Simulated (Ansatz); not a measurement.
Write the native input for Ansatz 0.2.0 that does the following.

| Quantity | Value |
| --- | --- |
| Task | single point |
| Functional | PBE |
| Potentials or basis | Ansatz PAW |
| Cutoff | 420 eV (not typed: the program's choice for these potentials) |
| k mesh | 11 × 11 × 11 |
| Occupations | gaussian, width 0.018 eV |
| Spin | no spin polarisation |

The system is Ta.

```
Ta
1.0
    -1.65128    1.65128    1.65128
     1.65128   -1.65128    1.65128
     1.65128    1.65128   -1.65128
Ta
1
Direct
  0.00000 0.00000 0.00000
```

One way to write it, as run:

input.yaml

```yaml
crystal:
  lattice:
    - [-1.65128, 1.65128, 1.65128]
    - [1.65128, -1.65128, 1.65128]
    - [1.65128, 1.65128, -1.65128]
  atoms:
    - { symbol: Ta, position: [0.0, 0.0, 0.0] }
hamiltonian:
  xc: pbe
  pseudopotentials: { kind: paw }
kpoints:
  mp_grid: { grid: [11, 11, 11] }
scf:
  occupations: { method: gaussian, width: 0.018 }
output:
  forces: true
  stress: true
  eigenvalues: true
```

Potentials or basis: Ansatz PAW.

Launch:

```bash
$ ansatz run input.yaml --threads 2 --pin off --max-ram 5632MiB --backend cpu --events-out ev --progress --plain --runs-dir out
```

Results of the run:

The pressure is 2.1 GPa and the band gap on the k mesh is none (metal or under the smearing width).

Run time: 0.68 s on 2 threads of Intel(R) Xeon(R) Processor @ 2.70GHz (shared host), peak memory 0.29 GiB.
